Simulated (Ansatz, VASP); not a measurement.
# RbBr in VASP and in Ansatz

File INCAR:

```
PREC = Accurate
ENCUT = 520
EDIFF = 1E-7
ISMEAR = 0
SIGMA = 0.05
LREAL = F
LASPH = T
NELM = 100
ALGO = Normal
ISIF = 2
LWAVE = F
LCHARG = F
GGA = PS
NBANDS = 15
```

The input KPOINTS:

```
regular mesh
0
Gamma
  8 8 8
```

POSCAR

```
RbBr
1.0
    0.0000000000      3.5083429181      3.5083429181
    3.5083429181      0.0000000000      3.5083429181
    3.5083429181      3.5083429181      0.0000000000
Rb Br
1 1
Direct
    0.5000000000      0.5000000000      0.5000000000
    0.0000000000      0.0000000000      0.0000000000
```

Input for Ansatz:

```yaml
crystal:
  lattice:
    - [0.0, 3.5083429181, 3.5083429181]
    - [3.5083429181, 0.0, 3.5083429181]
    - [3.5083429181, 3.5083429181, 0.0]
  atoms:
    - { symbol: Rb, position: [0.5, 0.5, 0.5] }
    - { symbol: Br, position: [0.0, 0.0, 0.0] }
basis:
  ecutwfc: 420
  ecutrho_ratio: 4
kpoints:
  mp_grid: { grid: [8, 8, 8] }
hamiltonian:
  xc: pbesol
scf:
  occupations: { method: gaussian, width: 0.05 }
output:
  forces: true
  stress: true
  eigenvalues: true
  populations: true
```

Alike in both runs: task single point; functional PBEsol; k mesh 8 × 8 × 8; occupations gaussian, width 0.05 eV; no spin polarisation.

|  | VASP | Ansatz |
| --- | --- | --- |
| version | VASP 6.6.1 | Ansatz 0.2.0 |
| potentials or method | VASP PAW PBE potentials, release 64 (Rb_sv, Br) | scalar-relativistic, plane waves, PAW |
| plane-wave cutoff (eV) | 520 | 420 |
| valence electrons in the cell | 16 | 16 |

|  | VASP | Ansatz | Ansatz less VASP |
| --- | --- | --- | --- |
| gap on the k mesh at the Fermi level (eV) | 4.06 | 4.06 | +0.002 |
| least direct gap on the mesh (eV) | 4.06 | 4.06 | +0.002 |
| pressure (GPa) | -0.8 | -0.9 | -0.03 |

Caveats: the PAW data sets were made with another functional, which shifts forces and pressure a little (VASP). A k mesh can miss the band edges.
